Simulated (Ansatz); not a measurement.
**Nb: all-electron results**

```xyz
1
Lattice="0.0000 2.1150 2.1150 2.1150 0.0000 2.1150 2.1150 2.1150 0.0000" Properties=species:S:1:pos:R:3 pbc="T T T"
Nb    0.0000    0.0000    0.0000
```

The cell is COD entry 1534903, as deposited and not checked against the literature; nothing was relaxed.

All numbers below come from Ansatz 0.2.0, DFT, PBE, all-electron LAPW, scalar-relativistic.

Numerical set-up: a Γ-centred 13×13×13 k mesh, Fermi–Dirac smearing of 0.08 eV, basis error target 0.25 meV/atom, no spin polarisation.

| Quantity | Value |
| --- | --- |
| Band gap | none: with an odd electron count and no spin polarisation the bands can't all be full, a metal in this set-up (spin order or a larger cell could open a gap) |
| Volume per atom | 18.92 Å³ |

Question: Predict this quantity. Density of states at the Fermi level (0.2 eV bin).

Answer: 1.57 states/eV per cell.

Question: Pressure at this cell: what does the calculation give?

Answer: -1.11 GPa.
